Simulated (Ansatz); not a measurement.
**Cu under pressure**

Level of theory: Ansatz 0.2.0, DFT PBE, scalar-relativistic, plane waves, PAW. (420 eV cutoff, 18×18×6 k-mesh, Gaussian smearing of 0.10 eV, no spin polarisation)

Reference structure (relaxed):

```yaml
crystal:
  lattice:
    - [2.56704, 0.00000, 0.00000]
    - [-1.28352, 2.22312, 0.00000]
    - [0.00000, 0.00000, 8.38656]
  atoms:
    - { symbol: Cu, position: [0.00000, 0.00000, 0.00000] }
    - { symbol: Cu, position: [0.33333, 0.66667, 0.25000] }
    - { symbol: Cu, position: [0.00000, 0.00000, 0.50000] }
    - { symbol: Cu, position: [0.66667, 0.33333, 0.75000] }
```

Cell and atoms are relaxed at each pressure within the symmetry of the start, at zero temperature, so transitions that lower the symmetry aren't seen. The k-mesh given is that at zero pressure and may differ at others. a, b and c are the lengths of the cell vectors above.

```csv
P (GPa),V (Å³/atom),V/V0,a (Å),b (Å),c (Å)
-3,12.24,1.023,2.586,2.586,8.449
0,11.97,1.000,2.567,2.567,8.387
3,11.72,0.980,2.550,2.550,8.331
8,11.38,0.951,2.524,2.524,8.249
15,10.98,0.917,2.494,2.494,8.151
30,10.32,0.863,2.443,2.443,7.987
60,9.44,0.789,2.372,2.372,7.753
```

Question: What bulk modulus and pressure derivative fit these points?

Answer: A third-order Birch–Murnaghan fit gives B0 = 141 GPa and B0' = 4.9.

This form isn't the element's structure at ambient conditions.